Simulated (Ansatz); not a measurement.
Crystal: Ge.

```
CELL_PARAMETERS angstrom
0.00000 2.88574 5.11566
2.63050 0.00000 5.11566
2.63050 2.88574 0.00000
ATOMIC_POSITIONS crystal
Ge 0.72649 0.27351 0.72649
Ge 0.27351 0.72649 0.27351
Ge 0.21813 0.21813 0.78187
Ge 0.78187 0.78187 0.21813
```

This isn't the form of Ge at room conditions, which is diamond.

* Program: Ansatz 0.2.0
* Task: single point
* Functional: PBE
* Potentials or basis: Ansatz PAW
* Cutoff: 420 eV (not typed: the program's choice for these potentials)
* k mesh: 7 × 7 × 7
* Occupations: fermi-dirac, width 0.05 eV
* Spin: no spin polarisation

On this cell: pressure 0.0 GPa; largest force 0.055 eV/Å; band gap on the k mesh none (metal or under the smearing width).

The same run follows on a disturbed copy (atoms moved at random, drawn with an rms of 0.05 Å):

```
Ge
1.0
     0.00000    2.88574    5.11566
     2.63050    0.00000    5.11566
     2.63050    2.88574    0.00000
Ge
4
Direct
  0.73273 0.27100 0.72345
  0.29121 0.71628 0.26493
  0.22282 0.20828 0.78453
  0.78985 0.77446 0.21191
```

**Question.** What does the disturbed cell give?

**Answer.** The energy (extrapolated to zero smearing) moves by +2.2 meV/atom; pressure 0.2 GPa; largest force 0.207 eV/Å; band gap on the k mesh none (metal or under the smearing width).

Forces in eV/Å, atoms in the order of the input:
```
Ge  -0.149  0.000 -0.083
Ge   0.153  0.005 -0.112
Ge  -0.058 -0.026  0.197
Ge   0.054  0.021 -0.002
```

Stress tensor (GPa, compression positive):
```
-0.53 -0.01  0.03
-0.01  0.76 -0.16
 0.03 -0.16  0.28
```
